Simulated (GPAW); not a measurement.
The system is HfO2.

```
Hf O
1.0
     3.55802    0.00000    0.00000
     0.00000    3.55802    0.00000
     0.00000    0.00000    5.17186
Hf O
2 4
Direct
  0.00000 0.00000 0.00000
  0.50000 0.50000 0.50000
  0.00000 0.50000 0.19721
  0.50000 0.00000 0.30279
  0.50000 0.00000 0.80279
  0.00000 0.50000 0.69721
```

Measurements of this composition are mostly on another form, of space group No. 14.

Base run:

- Program: GPAW 26.7.0
- Functional: PBEsol
- Potentials or basis: PAW data sets generated in the run's folder for this functional
- Cutoff: 800 eV
- Basis: pw
- k mesh: 7 × 7 × 5
- Occupations: fermi-dirac, width 0.05 eV
- Spin: no spin polarisation

Its results: band gap on the k mesh 4.64 eV, indirect (least direct gap 4.71 eV); pressure 2.4 GPa; largest force 0.208 eV/Å.

**Question.** The run is repeated on the same cell with these changes: functional from PBEsol to BLYP. What comes out?

**Answer.** Band gap on the k mesh 4.79 eV, indirect (least direct gap 4.86 eV); pressure 15.1 GPa; largest force 0.150 eV/Å.

BLYP binds less tightly than PBEsol, so the same cell stands under more pressure.

Caveats: spin-orbit coupling is left out, which moves the levels of the heavy elements; an odd mesh through Γ misses points on the zone boundary, where band edges often lie.
